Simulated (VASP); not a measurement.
Input of a VASP 6.6.1 run:

The input INCAR:

```
PREC = Accurate ; ENCUT = 520
EDIFF = 1E-6 ; ISMEAR = 0
SIGMA = 0.15 ; LREAL = False
LASPH = True ; NELM = 100
ALGO = Fast ; ISIF = 2
LWAVE = False ; LCHARG = False
GGA = PS ; NBANDS = 10
```

KPOINTS

```
Automatic mesh
0
Gamma
  18 18 14
```

The input POSCAR:

```
MgSi
1.0
    2.9903633700      0.0000000000      0.0000000000
    0.0000000000      2.9903633700      0.0000000000
    0.0000000000      0.0000000000      3.8815507008
Mg Si
1 1
Direct
    0.0000000000      0.0000000000      0.0000000000
    0.5000000000      0.5000000000      0.5000000000
```

Potentials or basis: VASP PAW PBE potentials, release 64 (Mg, Si).

Run with:

```console
$ cat potpaw_PBE.64/Mg/POTCAR potpaw_PBE.64/Si/POTCAR > POTCAR
$ mpirun -np 1 vasp_std > vasp.out
```

Question: What does it give for the band gap on the k mesh?

Answer: None (metal or under the smearing width).

Question: What does it give for the pressure?

Answer: -0.6 GPa.

Stress tensor (GPa, compression positive):
```
-1.47  0.00  0.00
 0.00 -1.47  0.00
 0.00  0.00  1.04
```

Caveat: the PAW data sets were made with another functional, which shifts forces and pressure a little.
